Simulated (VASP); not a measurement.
# Ga (C2/c) in VASP: notebook

One crystal, Ga, is run at these levels: PBE; tasks: relaxation of cell and atoms.

Program: VASP 6.6.1. These are calculated values, not measurements. Logs are shortened: lines on timing, memory, paths and dates and some standing lists are left out, and cuts for length are marked.

### 1 Starting point

The structure is monoclinic, space group C2/c (No. 15). Conventional cell: a = 2.766 Å, b = 8.053 Å, c = 3.332 Å, α = 90.00°, β = 92.02°, γ = 90.00°. Around Ga (site symmetry 2) lie 8 Ga at 2.69 to 2.92 Å.

This isn't the form of Ga at room conditions, which is orthorhombic.

### 2 Relaxation of cell and atoms, PBE

Input file INCAR:

```
SYSTEM = Ga
PREC = Accurate
ENCUT = 520
EDIFF = 1E-6
ISMEAR = 0
SIGMA = 0.1
LREAL = .FALSE.
LASPH = .TRUE.
NELM = 120
ALGO = Normal
ISIF = 3
LWAVE = .FALSE.
LCHARG = .FALSE.
GGA = PE
IBRION = 2
NSW = 90
EDIFFG = -0.01
```

Input file KPOINTS:

```
Automatic mesh
0
G
  17 17 13
  0 0 0
```

Input file POSCAR:

```
Ga
1.0
    1.3830000000     -4.0265000000      0.0000000000
    1.3830000000      4.0265000000      0.0000000000
   -0.1174474900      0.0000000000      3.3299294400
Ga
2
Direct
    0.8690000000      0.1310000000      0.2500000000
    0.1310000000      0.8690000000      0.7500000000
```

Potentials or basis: VASP PAW PBE potentials, release 64 (Ga_d).

The run is started by

```console
$ cat potpaw_PBE.64/Ga_d/POTCAR > POTCAR
$ mpirun -np 1 vasp_std > vasp.out
```

OUTCAR:

```text
SYSTEM = Ga
   PREC = Accurate
   ENCUT = 520
   EDIFF = 1E-6
   ISMEAR = 0
   LREAL = .FALSE.
   LASPH = .TRUE.
   NELM = 120
   ISIF = 3
   GGA = PE
   IBRION = 2
   NSW = 90
   EDIFFG = -0.01

 ion  position               nearest neighbor table
   1  0.869  0.131  0.250-   2 2.69   2 2.69   2 2.86   2 2.86   2 2.92   2 2.92
   2  0.131  0.869  0.750-   1 2.69   1 2.69   1 2.86   1 2.86   1 2.92   1 2.92

  LATTYP: Found a base centered monoclinic cell.
 ALAT       =     2.7660000000
 B/A-ratio  =     2.9114244396
 C/A-ratio  =     1.2046276205
 COS(beta)  =    -0.0352483464

  Lattice vectors:

 A1 = (   1.3830000000,  -4.0265000000,   0.0000000000)
 A2 = (   1.3830000000,   4.0265000000,   0.0000000000)
 A3 = (  -0.1174474900,   0.0000000000,   3.3299294400)

Analysis of symmetry for initial positions (statically):
=====================================================================
 Subroutine PRICEL returns:
 Original cell was already a primitive cell.

 Routine SETGRP: Setting up the symmetry group for a
 base centered monoclinic supercell.

 Subroutine GETGRP returns: Found  4 space group operations
 (whereof  2 operations were pure point group operations)
 out of a pool of  4 trial point group operations.

The static configuration has the point symmetry S_2 .
 The point group associated with its full space group is C_2h.

Analysis of symmetry for dynamics (positions and initial velocities):
=====================================================================
 Subroutine PRICEL returns:
 Original cell was already a primitive cell.

 Routine SETGRP: Setting up the symmetry group for a
 base centered monoclinic supercell.

 Subroutine GETGRP returns: Found  4 space group operations
 (whereof  2 operations were pure point group operations)
 out of a pool of  4 trial point group operations.

The dynamic configuration has the point symmetry S_2 .
 The point group associated with its full space group is C_2h.

 Subroutine INISYM returns: Found  4 space group operations
 (whereof  2 operations are pure point group operations),
 and found     1 'primitive' translations

----------------------------------------------------------------------------------------

                                     Primitive cell

  volume of cell :      37.0864

  direct lattice vectors                    reciprocal lattice vectors
     1.383000000 -4.026500000  0.000000000     0.361532899 -0.124177325  0.012751361
     1.383000000  4.026500000  0.000000000     0.361532899  0.124177325  0.012751361
    -0.117447490  0.000000000  3.329929440     0.000000000  0.000000000  0.300306664

  length of vectors
     4.257392541  4.257392541  3.331999998     0.382476983  0.382476983  0.300306664

  position of ions in fractional coordinates (direct lattice)
     0.869000000  0.131000000  0.250000000
     0.131000000  0.869000000  0.750000000

  ion indices of the primitive-cell ions
   primitive index   ion index
                 1           1
                 2           2

----------------------------------------------------------------------------------------

 KPOINTS: Automatic mesh

Automatic generation of k-mesh.
 Grid dimensions read from file:
 generate k-points for:   17   17   13

 Generating k-lattice:

  Cartesian coordinates                     Fractional coordinates (reciprocal lattice)
     0.021266641 -0.007304549  0.000750080     0.058823529  0.000000000 -0.000000000
     0.021266641  0.007304549  0.000750080     0.000000000  0.058823529 -0.000000000
     0.000000000  0.000000000  0.023100513     0.000000000  0.000000000  0.076923077

  Length of vectors
     0.022498646  0.022498646  0.023100513

  Shift w.r.t. Gamma in fractional coordinates (k-lattice)
     0.000000000  0.000000000  0.000000000

 Subroutine IBZKPT returns following result:
 ===========================================

 Found    999 irreducible k-points:

 Following reciprocal coordinates:
            Coordinates               Weight
  0.000000  0.000000  0.000000      1.000000
  0.058824  0.000000  0.000000      4.000000
  0.117647 -0.000000  0.000000      4.000000
  0.176471  0.000000  0.000000      4.000000
  0.235294 -0.000000  0.000000      4.000000
  0.294118 -0.000000  0.000000      4.000000
[... 16 lines left out ...]
 -0.176471  0.058824 -0.000000      4.000000
 -0.117647  0.058824 -0.000000      4.000000
 [... further k-points ...]
   k-points           NKPTS =    999   k-points in BZ     NKDIM =    999   number of bands    NBANDS=     17
   number of dos      NEDOS =    301   number of ions     NIONS =      2
   total plane-waves  NPLWV =  28672
   dimension x,y,z NGX =    32 NGY =   32 NGZ =   28
   dimension x,y,z NGXF=    64 NGYF=   64 NGZF=   56
   ions per type =               2
   NGX,Y,Z   is equivalent  to a cutoff of  12.50, 12.50, 13.97 a.u.
   NGXF,Y,Z  is equivalent  to a cutoff of  24.99, 24.99, 27.94 a.u.
 SYSTEM =  Ga
   PREC   = accura    normal or accurate (medium, high low for compatibility)
   ISTART =      0    job   : 0-new  1-cont  2-samecut
   ICHARG =      2    charge: 1-file 2-atom 10-const
   ISPIN  =      1    spin polarized calculation?
   LNONCOLLINEAR =      F non collinear calculations
   LSORBIT =      F    spin-orbit coupling
   LASPH  =      T    aspherical Exc in radial PAW
   ENCUT  =  520.0 eV  38.22 Ry    6.18 a.u.   7.92  7.92  6.20*2*pi/ulx,y,z
   NELM   =    120;   NELMIN=  2; NELMDL= -5     # of ELM steps
   EDIFF  = 0.1E-05   stopping-criterion for ELM
   LREAL  =      F    real-space projection
   EDIFFG = -.1E-01   stopping-criterion for IOM
   NSW    =     90    number of steps for IOM
   IBRION =      2    ionic relax: 0-MD 1-quasi-New 2-CG
   NFREE  =      1    steps in history (QN), initial steepest desc. (CG)
   ISIF   =      3    stress and relaxation
   ISYM   =      2    0-nonsym 1-usesym 2-fastsym
   POTIM  = 0.5000    time-step for ionic-motion
   TEBEG  =    0.0;   TEEND  =   0.0 temperature during run
   PSTRESS=    0.0 pullay stress
   NELECT =      26.0000    total number of electrons
   NUPDOWN=      -1.0000    fix difference up-down
   EMIN   =  10.00;   EMAX   =-10.00  energy-range for DOS
   EFERMI =   0.00;   METHOD = LEGACY
   ISMEAR =     0;   SIGMA  =   0.10  broadening in eV -4-tet -1-fermi 0-gaus
   EFERMI_NEDOS =   21; number of points for ismear=-14 and -15
   IALGO  =     38    algorithm
   IMIX   =      4    mixing-type and parameters
     AMIX     =   0.40;   BMIX     =  1.00
     AMIX_MAG =   1.60;   BMIX_MAG =  1.00
  volume/ion in A,a.u.               =      18.54       125.14
  Fermi-wavevector in a.u.,A,eV,Ry     =   1.454323  2.748273 28.777089  2.115056
  Thomas-Fermi vector in A             =   2.571487
   LORBIT       =      0    0 simple, 1 ext, 2 COOP (PROOUT), +10 PAW based schemes
   GGA     = PE    functional components
   LHFCALC =     F    Hartree Fock is set to
   AEXX    =    0.0000 exact exchange contribution
   IVDW    =     0    specifies the selected vdW correction
   LEPSILON=     F    determine dielectric tensor
   LRPA    =     F    only Hartree local field effects (RPA)
 conjugate gradient relaxation of ions
 non-spin polarized calculation
 Gauss-broadening in eV      SIGMA  =   0.10
  energy-cutoff  :      520.00
  volume of cell :       37.09
 maximum number of plane-waves:      1014
   NGX = 15   NGY = 15   NGZ = 13

--------------------------------------- Ionic step        1  -------------------------------------------

 number of electron      26.0000006 magnetization

 Free energy of the ion-electron system (eV)
  ---------------------------------------------------
  ext. energy  EPLUGINS =         0.00000000
  ---------------------------------------------------
  free energy    TOTEN  =        -5.77366496 eV

  energy without entropy =       -5.77026923  energy(sigma->0) =       -5.77196710

------------------------ aborting loop because EDIFF is reached ----------------------------------------

  FORCE on cell =-STRESS in cart. coord.  units (eV):
  Direction    XX          YY          ZZ          XY          YZ          ZX
  --------------------------------------------------------------------------------------
  -------------------------------------------------------------------------------------
  Total        0.4326214      0.4558849      0.3767230      0.0000000      0.0000000      0.0430228
  in kB       18.6897584     19.6947673     16.2748820      0.0000000      0.0000000      1.8586356
  external PRESSURE =      18.2198025 kB  Pullay stress =       0.0000000 kB
[... 89 lines left out ...]
  FREE ENERGIE OF THE ION-ELECTRON SYSTEM (eV)
  ---------------------------------------------------
  free  energy   TOTEN  =        -5.7842794946 eV

  energy  without entropy=       -5.7805251221  energy(sigma->0) =       -5.78240231

[... ionic steps 4 to 10 ...]

--------------------------------------- Ionic step       11  -------------------------------------------

 number of electron      26.0000011 magnetization

------------------------ aborting loop because EDIFF is reached ----------------------------------------

  FORCE on cell =-STRESS in cart. coord.  units (eV):
  Direction    XX          YY          ZZ          XY          YZ          ZX
  --------------------------------------------------------------------------------------
  -------------------------------------------------------------------------------------
  Total       -0.0360425     -0.0011171      0.0080917      0.0000000      0.0000000      0.0286505
  in kB       -1.5036594     -0.0466063      0.3375777      0.0000000      0.0000000      1.1952738
  external PRESSURE =      -0.4042293 kB  Pullay stress =       0.0000000 kB
[... 57 lines left out ...]
  energy  without entropy=       -5.7844802600  energy(sigma->0) =       -5.78597490

--------------------------------------- Ionic step       13  -------------------------------------------

 number of electron      26.0000012 magnetization

 Free energy of the ion-electron system (eV)
  ---------------------------------------------------
  ext. energy  EPLUGINS =         0.00000000
  ---------------------------------------------------
  free energy    TOTEN  =        -5.78759829 eV

  energy without entropy =       -5.78464264  energy(sigma->0) =       -5.78612046

 E-fermi :   5.3700     XC(G=0): -10.8869

 val. band max:        5.3668039119   @ k =  -0.1176   0.4706   0.4615
 cond. band min:       5.3719011771   @ k =  -0.4706   0.1176   0.4615
 fundamental gap:      0.0050972652
 Fermi energy:         5.3699849555

 k-point     1 :       0.0000    0.0000    0.0000
  band No.  band energies     occupation
      1      -9.7581      2.00000
      2      -9.7552      2.00000
      3      -9.6997      2.00000
      4      -9.6962      2.00000
      5      -9.4674      2.00000
      6      -9.4671      2.00000
[... 9 lines left out ...]
     16      14.2143      0.00000
     17      15.2724      0.00000
[... 443 lines left out ...]
      1      -9.7526      2.00000
      2      -9.7459      2.00000
      3      -9.7100      2.00000
      4      -9.6620      2.00000
      5      -9.4818      2.00000
      6      -9.4769      2.00000
[... 9 lines left out ...]
     16      12.7486      0.00000
     17      14.6242      0.00000

 [... further k-points ...]

------------------------ aborting loop because EDIFF is reached ----------------------------------------

  FORCE on cell =-STRESS in cart. coord.  units (eV):
  Direction    XX          YY          ZZ          XY          YZ          ZX
  --------------------------------------------------------------------------------------
  -------------------------------------------------------------------------------------
  Total        0.0048453     -0.0048379      0.0132188      0.0000000      0.0000000      0.0009457
  in kB        0.2023288     -0.2020182      0.5519901      0.0000000      0.0000000      0.0394922
  external PRESSURE =       0.1841003 kB  Pullay stress =       0.0000000 kB
[... 17 lines left out ...]
  FREE ENERGIE OF THE ION-ELECTRON SYSTEM (eV)
  ---------------------------------------------------
  free  energy   TOTEN  =        -5.7875982858 eV

  energy  without entropy=       -5.7846426374  energy(sigma->0) =       -5.78612046

 reached required accuracy - stopping structural energy minimisation
```

It took 47 min on 1 thread of Intel Xeon Platinum 8259CL at 2.50GHz (Skylake/Cascade Lake), shared host; peak memory 0.64 GiB.

Results:

* Free energy: -5.7876 eV
* Relaxed volume: 19.18 Å³/atom
* Relaxed cell: a = 4.304 Å, b = 4.304 Å, c = 3.339 Å, α = 90.02°, β = 90.02°, γ = 141.65°
* Space group after relaxing (to 0.05 Å): Cmcm (No. 63)
* Energy gained by relaxing: 7.0 meV/atom
* Ionic steps: 13
* Pressure after relaxing: 0.0 GPa
* Largest force after relaxing: 0.005 eV/Å
* Band gap on the k mesh: none (metal or under the smearing width)

Forces in eV/Å, atoms in the order of the input:
```
Ga   0.000  0.005  0.000
Ga   0.000 -0.005  0.000
```

The path:
```
step  energy change (eV)  largest force (eV/Å)  pressure (GPa)  volume (Å³)
   1              0.0000                0.2080            1.82        37.09
   2             -0.0101                0.1119            0.19        38.23
   3             -0.0106                0.0808           -0.33        38.66
   4             -0.0106                0.0866           -0.26        38.60
   5             -0.0118                0.0491           -0.21        38.50
   6             -0.0128                0.0405            0.13        38.29
   7             -0.0128                0.0266            0.05        38.32
   8             -0.0134                0.0195            0.04        38.32
   9             -0.0135                0.0149            0.10        38.32
  10             -0.0135                0.0136            0.07        38.32
  11             -0.0137                0.0032           -0.04        38.40
  12             -0.0138                0.0055           -0.14        38.48
  13             -0.0139                0.0047            0.02        38.37
```

Final structure:
```xyz
2
Lattice="1.4133 -4.0653 0.0245 1.4133 4.0653 0.0245 -0.0616 0.0000 3.3380" Properties=species:S:1:pos:R:3 pbc="T T T"
Ga    1.3979   -2.9722    0.8590
Ga    1.3671    2.9722    2.5280
```

Levels at points of the mesh, in eV from the Fermi level:
```
           k point  band 11  band 12  band 13  band 14  band 15  band 16
(0.00, 0.00, 0.00)   -11.01    -1.97    -1.65     1.79     5.50     8.84
```

PBE usually gives volumes a little too large and moduli too small. Zero-point motion and thermal expansion aren't in these numbers.

### 3 Relaxation of cell and atoms, PBE

This run uses another cell than the first one, of 19.18 Å³/atom, 1.035 times its volume.

Edit INCAR of step 2 so:

```diff
@@ -3,3 +3,3 @@
 ENCUT = 520
-EDIFF = 1E-6
+EDIFF = 1E-7
 ISMEAR = 0
@@ -15,3 +15,4 @@
 IBRION = 2
-NSW = 90
-EDIFFG = -0.01
+NSW = 60
+EDIFFG = -0.005
+POTIM = 0.3
```

KPOINTS is that of step 2.

Input file POSCAR:

```
Ga                                      
1.0
    1.4132823950     -4.0652732697      0.0245234674
    1.4132823950      4.0652732697      0.0245234674
   -0.0615817738      0.0000000000      3.3379895460
  Ga            
     2
Direct
     0.8655542458455621    0.1344457541544380    0.2500000000000000
     0.1344457541544380    0.8655542458455621    0.7500000000000000
```

Potentials or basis: VASP PAW PBE potentials, release 64 (Ga_d).

The run is started by

```console
$ cat potpaw_PBE.64/Ga_d/POTCAR > POTCAR
$ mpirun -np 1 vasp_std > vasp.out
```

It took 18 min on 1 thread of Intel Xeon Platinum 8259CL at 2.50GHz (Skylake/Cascade Lake), shared host; peak memory 0.63 GiB.

It converged, with:

```
Free energy                            : -5.7877 eV
Relaxed volume                         : 19.18 Å³/atom
Relaxed cell                           : a = 4.301 Å, b = 4.301 Å, c = 3.339 Å, α = 90.01°, β = 90.01°, γ = 141.63°
Space group after relaxing (to 0.05 Å) : Cmcm (No. 63)
Energy gained by relaxing              : 0.0 meV/atom
Ionic steps                            : 5
Pressure after relaxing                : 0.0 GPa
Band gap on the k mesh                 : none (metal or under the smearing width)
```

Final structure:
```
Ga
1.0
     1.41319   -4.06261    0.02476
     1.41319    4.06261    0.02476
    -0.06104    0.00000    3.33888
Ga
2
Direct
  0.86550 0.13450 0.25000
  0.13450 0.86550 0.75000
```

Levels at points of the mesh, in eV from the Fermi level:
```
           k point  band 11  band 12  band 13  band 14  band 15  band 16
(0.00, 0.00, 0.00)   -11.02    -1.97    -1.64     1.78     5.49     8.84
```
